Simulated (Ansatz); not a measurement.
## Field gradients at the nuclei of NaF

```
CELL_PARAMETERS angstrom
3.94151 0.00000 0.00000
-1.97076 3.41345 0.00000
0.00000 0.00000 4.65590
ATOMIC_POSITIONS crystal
Na 0.33333 0.66667 0.93800
Na 0.66667 0.33333 0.43800
F 0.33333 0.66667 0.43800
F 0.66667 0.33333 0.93800
```

Atom numbers follow the list: Na1, Na2, F3, F4.

The cell was built from the wurtzite type and relaxed in the same program, and has space group P6_3/mmc; it needn't be a known or the stable phase. The relaxation left the symmetry of that type.

Methods: DFT, PBE, all-electron PAW with datasets made for the crystal, scalar-relativistic (Ansatz 0.2.0); DFT, PBE, PAW with Ansatz's default frozen-core files, scalar-relativistic (Ansatz 0.2.0).

For the crystal-made all-electron datasets (AE datasets): a Γ-centred 11×11×6 k mesh, Fermi–Dirac smearing of 0.03 eV, cutoff 280 eV (chosen by the program for this cell), no spin polarisation. PAW takes a cutoff of 420 eV at this cell. The Ansatz runs share mesh, smearing and spin set-up.

Vzz is the principal value of largest size of the traceless field-gradient tensor, in 10²¹ V/m², and η = (Vxx − Vyy)/Vzz with |Vzz| ≥ |Vyy| ≥ |Vxx|.

| site | site symmetry | Vzz (η), AE datasets | Vzz (η), PAW |
| --- | --- | --- | --- |
| Na1 | -6m2 | -0.25 (η = 0.00) | -0.25 (η = 0.00) |
| F3 | -6m2 | -0.06 (η = 0.00) | -0.05 (η = 0.00) |
